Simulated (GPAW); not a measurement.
# SnTe (Fm-3m) in GPAW: a series of runs

Aim: see how the results for SnTe move with the level of theory and the settings. Levels: LDA, AM05+D4, RPBE+D3(BJ). Tasks: equation of state.

Everything below comes from runs of GPAW 26.7.0. Logs are shortened: lines on timing, memory, paths and dates and some standing lists are left out, and cuts for length are marked. The log counts tension as positive stress, the text compression.

## 1. The structure

Symmetry: Fm-3m, No. 225, cubic system. The conventional cell has a = 6.302 Å, b = 6.302 Å, c = 6.302 Å, α = 90.00°, β = 90.00°, γ = 90.00°. Around Te (site symmetry m-3m) lie 6 Sn at 3.15 Å. Sn (site symmetry m-3m) is surrounded by 6 Te at 3.15 Å.

## 2. Equation of state, LDA

run.py

```python
from ase import Atoms
from ase.eos import EquationOfState
from ase.io import Trajectory
from ase.units import GPa
from gpaw import GPAW, PW, setup_paths

setup_paths.insert(0, '.')

atoms = Atoms(['Te', 'Sn'],
              cell=[[0.0, 3.15085, 3.15085],
                    [3.15085, 0.0, 3.15085],
                    [3.15085, 3.15085, 0.0]],
              scaled_positions=[[0.5, 0.5, 0.5],
                                [0.0, 0.0, 0.0]],
              pbc=True)

traj = Trajectory('eos.traj', 'w')
volumes, energies = [], []
for x in [0.94, 0.96, 0.98, 1.0, 1.02, 1.04, 1.06]:
    a = atoms.copy()
    a.set_cell(atoms.cell * x**(1 / 3), scale_atoms=True)
    calc = GPAW(mode=PW(600),
                xc='LDA',
                kpts={'size': (6, 6, 6), 'gamma': True},
                occupations={'name': 'fermi-dirac', 'width': 0.05},
                setups={'Sn': 'jth', 'Te': 'jth'},
                nbands=-9,
                convergence={'density': 1e-05, 'energy': 1e-05},
                maxiter=150,
                txt=f'eos-{x:.2f}.txt')
    a.calc = calc
    energies.append(a.get_potential_energy(force_consistent=True))
    volumes.append(a.get_volume())
    p = -a.get_stress()[:3].mean() / GPa
    calc.write(f'eos-{x:.2f}.gpw')
    traj.write(a)
    print(f'{x:.2f} {volumes[-1]:10.4f} A^3 {energies[-1]:14.6f} eV {p:9.3f} GPa', flush=True)

v0, e0, B = EquationOfState(volumes, energies, eos='birchmurnaghan').fit()
print(f'V0 = {v0:.4f} A^3, E0 = {e0:.6f} eV, B0 = {B / GPa:.2f} GPa')
```

Potentials or basis: JTH PAW 2.0, LDA, pw.

Run with:

```sh
$ OMP_NUM_THREADS=1 python run.py
```

The log of the run:

```text
__  _  _
 | _ |_)|_||  |
 |__||  | ||/\| - 26.7.0

Input parameters:
  mode=PW(ecut=600.0),
  convergence={'density': 1e-05, 'energy': 1e-05},
  kpts=MonkhorstPack(size=(6, 6, 6), gamma=True),
  maxiter=150,
  nbands=-9,
  occupations=Occupations(name='fermi-dirac', width=0.05),
  setups={'Sn': 'jth', 'Te': 'jth'},
  xc=XC(name='LDA')

Diagonalizing LCAO Hamiltonian
Converting LCAO to pw mode

                Te

       Sn

Atoms  # Å, Bohr magnetons
|   | symbol |        x |        y |        z |    initial magnetic moments |
|---|--------|----------|----------|----------|-----------------------------|
| 0 |     Te | 3.108266 | 3.108266 | 3.108266 | ( 0.0000,  0.0000,  0.0000) |
| 1 |     Sn | 0.000000 | 0.000000 | 0.000000 | ( 0.0000,  0.0000,  0.0000) |

Unit cell  # Å
| periodic |        x |        y |        z |  lengths |    angles |
|----------|----------|----------|----------|----------|-----------|
|      yes | 0.000000 | 3.108266 | 3.108266 | 4.395752 | 60.000000 |
|      yes | 3.108266 | 0.000000 | 3.108266 | 4.395752 | 60.000000 |
|      yes | 3.108266 | 3.108266 | 0.000000 | 4.395752 | 60.000000 |

Number of symmetries: 48
Symmetry operations  # r_c * U_cc + t_c -> r_c
|    | kind |            matrix            |
|----|------|------------------------------|
|  0 |  σ   |  1, 0, 0,  1, 0,-1,  1,-1, 0 |
|  1 |  C2  |  1, 0, 0,  1,-1, 0,  1, 0,-1 |
|  2 |  E   |  1, 0, 0,  0, 1, 0,  0, 0, 1 |
|  3 |  σ   |  1, 0, 0,  0, 0, 1,  0, 1, 0 |
|  4 |  C4  |  1, 0,-1,  1, 0, 0,  1,-1, 0 |
|  5 |  S6  |  1, 0,-1,  1,-1, 0,  1, 0, 0 |
|  6 |  σ   |  1, 0,-1,  0, 1,-1,  0, 0,-1 |
|  7 |  C3  |  1, 0,-1,  0, 0,-1,  0, 1,-1 |
|  8 |  S6  |  1,-1, 0,  1, 0, 0,  1, 0,-1 |
|  9 |  C4  |  1,-1, 0,  1, 0,-1,  1, 0, 0 |
| 10 |  C3  |  1,-1, 0,  0,-1, 1,  0,-1, 0 |
| 11 |  σ   |  1,-1, 0,  0,-1, 0,  0,-1, 1 |
| 12 |  σ   |  0, 1, 0,  1, 0, 0,  0, 0, 1 |
| 13 |  C4  |  0, 1, 0,  0, 1,-1, -1, 1, 0 |
| 14 |  C3  |  0, 1, 0,  0, 0, 1,  1, 0, 0 |
| 15 |  S6  |  0, 1, 0, -1, 1, 0,  0, 1,-1 |
| 16 |  C2  |  0, 1,-1,  1, 0,-1,  0, 0,-1 |
| 17 |  σ   |  0, 1,-1,  0, 1, 0, -1, 1, 0 |
| 18 |  S4  |  0, 1,-1,  0, 0,-1,  1, 0,-1 |
| 19 |  C4  |  0, 1,-1, -1, 1, 0,  0, 1, 0 |
| 20 |  C3  |  0, 0, 1,  1, 0, 0,  0, 1, 0 |
| 21 |  σ   |  0, 0, 1,  0, 1, 0,  1, 0, 0 |
| 22 |  S6  |  0, 0, 1,  0,-1, 1, -1, 0, 1 |
| 23 |  C4  |  0, 0, 1, -1, 0, 1,  0,-1, 1 |
| 24 |  S4  |  0, 0,-1,  1, 0,-1,  0, 1,-1 |
| 25 |  C3  |  0, 0,-1,  0, 1,-1,  1, 0,-1 |
| 26 |  C2  |  0, 0,-1,  0,-1, 0, -1, 0, 0 |
| 27 |  S6  |  0, 0,-1, -1, 0, 0,  0,-1, 0 |
| 28 |  S4  |  0,-1, 1,  1,-1, 0,  0,-1, 0 |
| 29 |  C4  |  0,-1, 1,  0, 0, 1, -1, 0, 1 |
| 30 |  C2  |  0,-1, 1,  0,-1, 0,  1,-1, 0 |
| 31 |  σ   |  0,-1, 1, -1, 0, 1,  0, 0, 1 |
| 32 |  C3  |  0,-1, 0,  1,-1, 0,  0,-1, 1 |
| 33 |  S6  |  0,-1, 0,  0, 0,-1, -1, 0, 0 |
| 34 |  S4  |  0,-1, 0,  0,-1, 1,  1,-1, 0 |
| 35 |  C2  |  0,-1, 0, -1, 0, 0,  0, 0,-1 |
| 36 |  C2  | -1, 1, 0,  0, 1, 0,  0, 1,-1 |
| 37 |  S6  | -1, 1, 0,  0, 1,-1,  0, 1, 0 |
| 38 |  S4  | -1, 1, 0, -1, 0, 1, -1, 0, 0 |
| 39 |  C3  | -1, 1, 0, -1, 0, 0, -1, 0, 1 |
| 40 |  S6  | -1, 0, 1,  0, 0, 1,  0,-1, 1 |
| 41 |  C2  | -1, 0, 1,  0,-1, 1,  0, 0, 1 |
| 42 |  C3  | -1, 0, 1, -1, 1, 0, -1, 0, 0 |
| 43 |  S4  | -1, 0, 1, -1, 0, 0, -1, 1, 0 |
| 44 |  C2  | -1, 0, 0,  0, 0,-1,  0,-1, 0 |
| 45 |  i   | -1, 0, 0,  0,-1, 0,  0, 0,-1 |
| 46 |  σ   | -1, 0, 0, -1, 1, 0, -1, 0, 1 |
| 47 |  C2  | -1, 0, 0, -1, 0, 1, -1, 1, 0 |

BZ-sampling:
  Number of BZ points: 216
  Number of IBZ points: 16

  Monkhorst-Pack size: [6, 6, 6]
  Monkhorst-Pack shift: [0.08333333333333333, 0.08333333333333333, 0.08333333333333333]

K-points  # in reciprocal-cell coordinates
|     |                                coordinates |     weight |
|-----|--------------------------------------------|------------|
|   0 | (  0.00000000,   0.00000000,   0.00000000) | 0.00462963 |
|   1 | (  0.16666667,   0.16666667,   0.00000000) | 0.02777778 |
|   2 | (  0.16666667,   0.16666667,   0.16666667) | 0.03703704 |
|   3 | (  0.33333333,   0.16666667,   0.16666667) | 0.05555556 |
|   4 | (  0.33333333,   0.33333333,  -0.33333333) | 0.05555556 |
|   5 | (  0.33333333,   0.33333333,   0.00000000) | 0.02777778 |
|   6 | (  0.33333333,   0.33333333,   0.16666667) | 0.11111111 |
|   7 | (  0.33333333,   0.33333333,   0.33333333) | 0.03703704 |
|   8 | (  0.50000000,   0.33333333,  -0.33333333) | 0.11111111 |
|   9 | (  0.50000000,   0.33333333,  -0.16666667) | 0.05555556 |
| ... |                                            |            |
|  15 | (  0.50000000,   0.50000000,   0.50000000) | 0.01851852 |

Plane wave coefficients: 2044
Cutoff: 600.0 eV

Spin-components: 1 (collinear spins)
Bands:           19
Projectors:      10
Spin-degeneracy: 2
Datatype:        complex128

Parallelization:
  kpt:    1
  domain: 1
  band:   1

Density:
  Valence electrons: 20.0
  Components: 1
  Grid points: [25 25 25]
  Charge: 0.0  # |e|

Potential:
  Grid points: [25 25 25]

species:
  Te:
    name:    Tellurium
    Z:       52.0
    valence: 6
    core:    46
    charge:  0.0  # [|e|]
    compensation charges:
      type: sinc
      rc: 1.11  # [Å]
      lmax: 2
    cutoffs:
      filter: 1.22  # [Å]
      core: 3.22  # [Å]
    projectors
    | kind |    occ | energy [eV] | rcut [Å] |
    |------|--------|-------------|----------|
    |   5s |  2.000 |     -15.358 |    1.223 |
    |    s |        |      40.817 |    1.223 |
    |   5p |  4.000 |      -6.111 |    1.223 |
    |    p |        |      47.620 |    1.223 |

    Using partial waves for Te as LCAO basis

  Sn:
    name:    Tin
    Z:       50.0
    valence: 14
    core:    36
    charge:  0.0  # [|e|]
    compensation charges:
      type: bessel
      rc: 0.74  # [Å]
      lmax: 2
    cutoffs:
      filter: 1.33  # [Å]
      core: 2.37  # [Å]
    projectors
    | kind |    occ | energy [eV] | rcut [Å] |
    |------|--------|-------------|----------|
    |   5s |  2.000 |     -10.811 |    1.171 |
    |    s |        |      27.211 |    1.060 |
    |   5p |  2.000 |      -3.868 |    1.329 |
    |    p |        |      47.620 |    1.329 |
    |   4d | 10.000 |     -25.904 |    0.953 |
    |    d |        |      13.606 |    0.953 |

    Using partial waves for Sn as LCAO basis

Reference energy: -352679.038585  # eV

eigensolver:
  PPCG
  Converge bands: occupied
  niter=2

density mixing:
  MSR1-Mixer
  Pratt-step length: 0.05
  Maximum mixing coefficient: 0.75
  Old densities: 10
  SVD Regularization: 0.005
  Good broyden scale: 1.0
  Trust region scale: 1.0
  Backstep threshold: 4.0
  History deletion threshold: 6.0
  Fourier metric: weight=20.0, sigma=0.015

occupation numbers:
  Fermi-Dirac:
    width: 0.0500  # eV

poisson solver:
  ecut: 4800.0  # eV

xc functional:
  name: None

convergence criteria:
- Maximum integral of absolute [dens]ity change: 1e-05 electrons / valence electron
- Maximum [total energy] change in last 3 cyles: 1e-05 eV / valence electron
- Maximum integral of absolute [eigenst]ate change: 4e-08 eV^2 / valence electron
maximum number of iterations: 150

SCF iterations
|iter     | |      energy | eigst |  dens |
|---------|-|-------------|-------|-------|
|iter:   1| |   -8.749825 | -0.19 |       |
|iter:   2| |   -8.739125 | -2.43 | -1.49 |
|iter:   3| |   -8.680336 | -2.36 | -1.53 |
|iter:   4| |   -8.679579 | -4.02 | -2.10 |
|iter:   5| |   -8.679442 | -4.99 | -2.53 |
|iter:   6| |   -8.679443c| -6.16 | -3.45 |
|iter:   7| |   -8.679443c| -7.58c| -4.05 |
|iter:   8| |   -8.679443c| -8.14c| -4.72 |
|iter:   9| |   -8.679443c| -8.73c| -5.93c|

Converged in 9 steps
Energy contributions relative to reference atoms: (reference = -352679.038585)

Energy contributions:
  Kinetic:          11.225608
  Coulomb:         -10.803899
  Zero:              0.167166
  External:          0.000000
  Xc:               -9.267760
  Entropy:          -0.001115
  Spinorbit:         0.000000
  ----------------------------
  Free energy:      -8.680000
  Extrapolated:     -8.679443

dipole moment: (-40.287733, -40.287733, -40.287733)  # |e|*Ang

Fermi level: 6.871
Eigenvalues  # (at kpt = [0.000, 0.000, 0.000])
| band index |      eig [eV] | occ [0-2] |
|------------|---------------|-----------|
|          0 |       -14.979 |     2.000 |
|        ... |               |           |
|          2 |       -14.965 |     2.000 |
|          3 |       -14.965 |     2.000 |
|          4 |       -14.965 |     2.000 |
|          5 |        -6.317 |     2.000 |
|          6 |         2.146 |     2.000 |
|          7 |         4.616 |     2.000 |
[... 9 lines left out ...]
|         17 |        14.006 |     0.000 |
|         18 |        14.006 |     0.000 |

Gap: 0.270 eV
Transition (v -> c):
  (s=0, k=15, n=9, [0.50, 0.50, 0.50]) -> (s=0, k=15, n=10, [0.50, 0.50, 0.50])
No difference between direct/indirect transitions

Stress tensor  # eV/Ang^3
|         x |         y |         z |
|-----------|-----------|-----------|
| -0.002461 | -0.000000 | -0.000000 |
| -0.000000 | -0.002461 | -0.000000 |
| -0.000000 | -0.000000 | -0.002461 |

# Writing to eos-0.96.gpw (mode='')
```

Run time: 84 s. Hardware: 1 thread of Arm Neoverse V1, shared host; peak memory 0.3 GiB.

Results:

- Equilibrium volume: 30.24 Å³/atom (rough: see the caveat)
- Bulk modulus: 55 GPa (rough)

Energy against volume, from the lowest point:
```
volume (Å³/atom)  energy (meV/atom)
          29.404               3.87
          30.030               0.00
          30.656               0.28
          31.281               5.62
          31.907              13.24
          32.532              24.12
          33.158              37.31
```

Caveat: the fit is doubtful: noisy points or a state that changes with volume; the program truncates these outside data sets. The run has no spin-orbit coupling, so splittings on Te are missing.

## 3. Equation of state, AM05+D4

run.py

```python
from ase.calculators.mixing import SumCalculator
from ase.eos import EquationOfState
from ase.io import Trajectory, read
from ase.units import GPa
from dftd4.ase import DFTD4
from gpaw import GPAW, PW, setup_paths

setup_paths.insert(0, '.')

atoms = read('SnTe.cif')

traj = Trajectory('eos.traj', 'w')
volumes, energies = [], []
for x in [0.94, 0.96, 0.98, 1.0, 1.02, 1.04, 1.06]:
    a = atoms.copy()
    a.set_cell(atoms.cell * x**(1 / 3), scale_atoms=True)
    calc = GPAW(mode=PW(600),
                xc='AM05',
                kpts={'size': (6, 6, 6), 'gamma': True},
                occupations={'name': 'fermi-dirac', 'width': 0.05},
                nbands=19,
                convergence={'density': 1e-05, 'energy': 1e-05},
                maxiter=150,
                txt=f'eos-{x:.2f}.txt')
    a.calc = SumCalculator([calc, DFTD4(method='am05')])
    energies.append(a.get_potential_energy())
    volumes.append(a.get_volume())
    p = -a.get_stress()[:3].mean() / GPa
    calc.write(f'eos-{x:.2f}.gpw')
    traj.write(a)
    print(f'{x:.2f} {volumes[-1]:10.4f} A^3 {energies[-1]:14.6f} eV {p:9.3f} GPa', flush=True)

v0, e0, B = EquationOfState(volumes, energies, eos='birchmurnaghan').fit()
print(f'V0 = {v0:.4f} A^3, E0 = {e0:.6f} eV, B0 = {B / GPa:.2f} GPa')
```

SnTe.cif

```cif
data_SnTe
_cell_length_a 4.45597480
_cell_length_b 4.45597480
_cell_length_c 4.45597480
_cell_angle_alpha 60.00000000
_cell_angle_beta 60.00000000
_cell_angle_gamma 60.00000000
_space_group_name_H-M_alt 'P1'
_space_group_name_Hall 'P 1'
_space_group_IT_number 1
loop_
_space_group_symop_operation_xyz
'x,y,z'
loop_
_atom_site_label
_atom_site_type_symbol
_atom_site_symmetry_multiplicity
_atom_site_Wyckoff_symbol
_atom_site_fract_x
_atom_site_fract_y
_atom_site_fract_z
_atom_site_occupancy
Te1 Te 1 a 0.5000000000 0.5000000000 0.5000000000 1
Sn1 Sn 1 a 0.0000000000 0.0000000000 0.0000000000 1
```

Potentials or basis: PAW data sets generated in the run's folder for this functional, pw.

Run with:

```sh
$ gpaw-setup -f AM05 Sn Te
$ OMP_NUM_THREADS=1 python run.py
```

Run time: 97 s. Hardware: 1 thread of Arm Neoverse V1, shared host; peak memory 0.28 GiB.

The run converged. Its results:

```yaml
Equilibrium_volume: 30.24 Å³/atom
Bulk_modulus: 49 GPa
Pressure_derivative_of_the_bulk_modulus: 5.4
```

Energy against volume, from the lowest point:
```tsv
volume (Å³/atom)	energy (meV/atom)
29.404	3.56
30.030	0.00
30.656	0.64
31.281	4.85
31.907	12.27
32.532	22.50
33.158	35.12
```

The run has no spin-orbit coupling, so splittings on Te are missing.

## 4. Equation of state, RPBE+D3(BJ)

run.py: that of step 3 with these lines changed.

```diff
@@ -2,10 +2,16 @@
 from ase.eos import EquationOfState
-from ase.io import Trajectory, read
+from ase.io import Trajectory
+from ase.spacegroup import crystal
 from ase.units import GPa
-from dftd4.ase import DFTD4
-from gpaw import GPAW, PW, setup_paths
+from dftd3.ase import DFTD3
+from gpaw import GPAW, PW
 
-setup_paths.insert(0, '.')
-
-atoms = read('SnTe.cif')
+# Te 4b
+# Sn 4a
+atoms = crystal(['Te', 'Sn'],
+                basis=[[0.5, 0.0, 0.0],
+                       [0.0, 0.0, 0.0]],
+                spacegroup=225, setting=1,  # Fm-3m
+                cellpar=[6.3017, 6.3017, 6.3017, 90.0, 90.0, 90.0],
+                primitive_cell=True)
 
@@ -17,3 +23,3 @@
     calc = GPAW(mode=PW(600),
-                xc='AM05',
+                xc='RPBE',
                 kpts={'size': (6, 6, 6), 'gamma': True},
@@ -24,3 +30,3 @@
                 txt=f'eos-{x:.2f}.txt')
-    a.calc = SumCalculator([calc, DFTD4(method='am05')])
+    a.calc = SumCalculator([calc, DFTD3(method='rpbe', damping='d3bj')])
     energies.append(a.get_potential_energy())
```

Potentials or basis: the program's PAW data sets (release 1.2.1) made for this functional, pw.

Run with:

```sh
$ OMP_NUM_THREADS=1 python run.py
```

Run time: 96 s. Hardware: 1 thread of Arm Neoverse V1, shared host; peak memory 0.28 GiB.

The run converged. Its results:

- Equilibrium volume: outside the volumes run

Energy against volume, from the lowest point:
```tsv
volume (Å³/atom)	energy (meV/atom)
29.404	0.00
30.030	35.53
30.656	73.74
31.281	114.12
31.907	156.30
32.532	199.76
33.158	243.64
```
